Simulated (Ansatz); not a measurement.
# From the elastic tensor of C at 8 GPa (stress–strain coefficients) to moduli and sound speeds

Method: DFT PBEsol, scalar-relativistic, plane waves, PAW in Ansatz. Cutoff 420 eV, 18×18×18 k-points (Γ-centred), fixed occupations. No spin polarisation.

It takes space group R-3m (No. 166, trigonal). Conventional cell: a = 2.444 Å, b = 2.444 Å, c = 9.023 Å, α = 90.00°, β = 90.00°, γ = 120.00°. Around C (site symmetry 3m) lie 3 C at 1.41 Å.

The crystal is built of layers and no dispersion correction was added, so the binding between them is poorly described, and with it their spacing and whatever depends on it. The bands were filled as in an insulator; under compression the gap may have closed between mesh points.

Relaxed-ion constants (GPa, on the Cartesian axes of the calculation):
C11 = 1231.8, C12 = 246.5, C13 = 1.9, C14 = 4.0, C22 = 1231.8, C23 = 1.9, C24 = -4.0, C33 = 101.8, C44 = 13.0, C55 = 13.0, C56 = 4.0, C66 = 492.6 GPa; the others vanish.

Density 2.564 g/cm³; 2 atoms in 15.56 Å³.

The values that follow are for a polycrystal of randomly turned grains, by Hill's mean where one number stands. In a crystal this anisotropic the Voigt and Reuss bounds lie far apart, so Hill's mean and the sound speeds and Debye temperature from it are rough.

With S = C⁻¹: B_V = (C11+C22+C33+2(C12+C13+C23))/9, G_V = (C11+C22+C33−C12−C13−C23+3(C44+C55+C66))/15, 1/B_R = S11+S22+S33+2(S12+S13+S23), 15/G_R = 4(S11+S22+S33−S12−S13−S23)+3(S44+S55+S66); Hill is their mean. Then v_l = √((B+4G/3)/ρ), v_t = √(G/ρ), v_m = [(2/v_t³+1/v_l³)/3]^(−1/3) and Θ = (ħ/k_B)·v_m·(6π²n/V)^(1/3) for n atoms in the volume V; E = 9BG/(3B+G), ν = (3B−2G)/(2(3B+G)) and A^U = 5G_V/G_R + B_V/B_R − 6.

```json
{
 "Bulk modulus, Voigt / Reuss / Hill": "340.7 / 89.9 / 215.3 GPa",
 "Shear modulus, Voigt / Reuss / Hill": "258.1 / 29.0 / 143.5 GPa",
 "Young's modulus": "352 GPa",
 "Poisson ratio": "0.227",
 "Pugh ratio B/G": "1.50",
 "Universal anisotropy index": "42.27",
 "Longitudinal and transverse sound speeds": "12595 and 7482 m/s",
 "Debye temperature from the mean sound speed": "1245 K"
}
```

Cost: 1 run of about 3.4 core-minutes, on Intel Xeon Processor @ 2.70GHz (shared hosts).

The constants are those of rhombohedral graphite: stiff sheets that are easily compressed against one another and slide more easily still. In the plane, C11 = 1231.8 GPa reflects the short sp² σ bonds, reinforced by delocalised π bonding. Across the layers there is no covalent network, so C33 is only 101.8 GPa, set largely by overlap repulsion between the closely pressed π clouds. C44 falls to 13.0 GPa because sliding changes only the weak registry energy. The small C14, which hexagonal stacking would forbid, shows that the trigonal stacking barely couples in-plane strain to interlayer shear.

Under hydrostatic load a single crystal follows the Reuss bulk modulus, 89.9 GPa, which lies near C33 because almost all the volume change is taken up along c. The ordinary-looking Poisson and Pugh ratios therefore say little about how the material deforms or fails, which is governed by basal glide and cleavage. The tensor is positive definite, so the lattice resists small homogeneous strains, but this does not establish stability against transformation to diamond.
